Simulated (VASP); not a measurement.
# HfC (Fm-3m) in VASP: notebook, part 2 of 2

VASP 6.6.1.

## (4) Relaxation of cell and atoms, PBEsol

This run uses another cell than the first one, of 12.20 Å³/atom, 0.981 times its volume.

The input, INCAR:

```
SYSTEM = HfC
PREC = Accurate ; ENCUT = 600
EDIFF = 1E-7 ; ISMEAR = 1
SIGMA = 0.1 ; LREAL = .FALSE.
LASPH = .TRUE. ; NELM = 80
ALGO = Normal ; ISIF = 3
LWAVE = .FALSE. ; LCHARG = .FALSE.
GGA = PS ; IBRION = 2
NSW = 90 ; EDIFFG = -0.005
```

The input, KPOINTS:

```
regular mesh
0
G
  14 14 14
  0 0 0
```

The input, POSCAR:

```
HfC                                     
1.0
   -0.0000000000      2.3019768160      2.3019768160
    2.3019768160      0.0000000000      2.3019768160
    2.3019768160      2.3019768160     -0.0000000000
  Hf              C             
     1     1
Direct
     0.5000000000000000    0.5000000000000000    0.5000000000000000
     0.0000000000000000    0.0000000000000000    0.0000000000000000
```

Potentials or basis: VASP PAW PBE potentials, release 64 (Hf_pv, C).

The run is started by

```sh
$ cat potpaw_PBE.64/Hf_pv/POTCAR potpaw_PBE.64/C/POTCAR > POTCAR
$ mpirun -np 1 vasp_std > vasp.out
```

OUTCAR:

```text
SYSTEM = HfC
   PREC = Accurate
   ENCUT = 600
   EDIFF = 1E-7
   ISMEAR = 1
   LREAL = .FALSE.
   LASPH = .TRUE.
   NELM = 80
   ISIF = 3
   GGA = PS
   IBRION = 2
   NSW = 90
   EDIFFG = -0.005

 ion  position               nearest neighbor table
   1  0.500  0.500  0.500-   2 2.30   2 2.30   2 2.30   2 2.30   2 2.30   2 2.30
   2  0.000  0.000  0.000-   1 2.30   1 2.30   1 2.30   1 2.30   1 2.30   1 2.30

  LATTYP: Found a face centered cubic cell.
 ALAT       =     4.6039536320

  Lattice vectors:

 A1 = (   0.0000000000,   2.3019768160,   2.3019768160)
 A2 = (   2.3019768160,   0.0000000000,   2.3019768160)
 A3 = (   2.3019768160,   2.3019768160,   0.0000000000)

Analysis of symmetry for initial positions (statically):
=====================================================================
 Subroutine PRICEL returns:
 Original cell was already a primitive cell.

 Routine SETGRP: Setting up the symmetry group for a
 face centered cubic supercell.

 Subroutine GETGRP returns: Found 48 space group operations
[... 177 lines left out ...]
      1     -23.3181      2.00000
      2     -23.3181      2.00000
      3     -23.3181      2.00000
      4      -6.4039      2.00000
      5       7.0794     -0.00000
      6       7.0794     -0.00000
      7       7.0794     -0.00000
      8       7.3892     -0.00000
      9       7.3892     -0.00000
     10       7.3892     -0.00000
     11       9.4933      0.00000
[... 309 lines left out ...]
 k-point    24 :       0.2857    0.1429    0.0000
  band No.  band energies     occupation
      1     -23.7027      2.00000
      2     -23.4132      2.00000
      3     -23.4008      2.00000
      4      -4.7728      2.00000
      5       2.5049      2.00000
      6       4.3110      2.00000
      7       4.8923      2.00000
      8       7.1942     -0.00000
      9      10.2690      0.00000
     10      10.6128      0.00000
     11      12.2072      0.00000

 [... further k-points ...]

------------------------ aborting loop because EDIFF is reached ----------------------------------------

  FORCE on cell =-STRESS in cart. coord.  units (eV):
  Direction    XX          YY          ZZ          XY          YZ          ZX
  --------------------------------------------------------------------------------------
  -------------------------------------------------------------------------------------
  Total        0.0098327      0.0098327      0.0098327     -0.0000000      0.0000000      0.0000000
  in kB        0.6457305      0.6457305      0.6457305     -0.0000000      0.0000000      0.0000000
  external PRESSURE =       0.6457305 kB  Pullay stress =       0.0000000 kB

 VOLUME and BASIS-vectors are now :
 -----------------------------------------------------------------------------
  energy-cutoff  :      600.00
  volume of cell :       24.40
      direct lattice vectors                 reciprocal lattice vectors
     0.000000000  2.301976816  2.301976816    -0.217204620  0.217204620  0.217204620
     2.301976816  0.000000000  2.301976816     0.217204620 -0.217204620  0.217204620
     2.301976816  2.301976816  0.000000000     0.217204620  0.217204620 -0.217204620

 POSITION                                       TOTAL-FORCE (eV/Angst)
 -----------------------------------------------------------------------------------
      2.30198      2.30198      2.30198         0.000000     -0.000000      0.000000
      0.00000      0.00000      0.00000        -0.000000      0.000000     -0.000000
 -----------------------------------------------------------------------------------
    total drift:                                0.000000      0.000000      0.000000

  FREE ENERGIE OF THE ION-ELECTRON SYSTEM (eV)
  ---------------------------------------------------
  free  energy   TOTEN  =       -22.1963071740 eV

  energy  without entropy=      -22.1962378579  energy(sigma->0) =      -22.19628407

 reached required accuracy - stopping structural energy minimisation
```

OSZICAR:

```text
N       E                     dE             d eps       ncg     rms          rms(c)
DAV:   1     0.226440396425E+02    0.22644E+02   -0.89109E+03  2288   0.141E+03
DAV:   2    -0.232552774766E+02   -0.45899E+02   -0.43404E+02  2935   0.226E+02
DAV:   3    -0.250575690935E+02   -0.18023E+01   -0.17871E+01  2948   0.326E+01
DAV:   4    -0.250739614114E+02   -0.16392E-01   -0.16367E-01  2753   0.326E+00
DAV:   5    -0.250741579101E+02   -0.19650E-03   -0.19647E-03  2915   0.305E-01    0.611E+01
DAV:   6    -0.222828273965E+02    0.27913E+01   -0.17774E+01  2537   0.219E+01    0.427E+01
DAV:   7    -0.222118975478E+02    0.70930E-01   -0.59045E-01  2633   0.593E+00    0.238E+01
DAV:   8    -0.222010536767E+02    0.10844E-01   -0.45316E-02  2566   0.208E+00    0.464E+00
DAV:   9    -0.221965944862E+02    0.44592E-02   -0.22179E-02  2563   0.902E-01    0.188E+00
DAV:  10    -0.221963138147E+02    0.28067E-03   -0.10563E-03  2710   0.270E-01    0.248E-01
DAV:  11    -0.221963100140E+02    0.38008E-05   -0.11779E-04  2670   0.843E-02    0.633E-02
DAV:  12    -0.221963074975E+02    0.25165E-05   -0.58806E-06  2655   0.213E-02    0.477E-02
DAV:  13    -0.221963071774E+02    0.32013E-06   -0.31149E-07  2513   0.577E-03    0.129E-03
DAV:  14    -0.221963071740E+02    0.34058E-08   -0.26818E-09  1312   0.506E-04
   1 F= -.22196307E+02 E0= -.22196284E+02  d E =-.221963E+02
```

Wall time 47 s (1 thread of Intel Xeon Platinum 8259CL at 2.50GHz (Skylake/Cascade Lake), shared host); peak memory 0.18 GiB.

Results:

* Free energy: -22.1963 eV
* Pressure after relaxing: 0.1 GPa
* Band gap on the k mesh: none (metal or under the smearing width)

Final structure:
```yaml
crystal:
  lattice:
    - [0.00000, 2.30198, 2.30198]
    - [2.30198, 0.00000, 2.30198]
    - [2.30198, 2.30198, 0.00000]
  atoms:
    - { symbol: Hf, position: [0.50000, 0.50000, 0.50000] }
    - { symbol: C, position: [0.00000, 0.00000, 0.00000] }
```

Levels at points of the mesh, in eV from the Fermi level:
```
           k point  band 4  band 5  band 6  band 7  band 8  band 9  band 10  band 11
(0.00, 0.00, 0.00)  -12.41    1.07    1.07    1.07    1.38    1.38     1.38     3.49
(0.50, 0.00, 0.00)   -8.43   -6.28   -3.06   -3.06    5.50    5.50     5.99     6.70
(0.50, 0.50, 0.00)  -10.47   -2.52   -1.90   -0.02   -0.02    5.50     6.99     6.99
```

Caveat: the relaxation stopped at its first step, so nothing moved; the PAW data sets were made with another functional, which shifts forces and pressure a little.
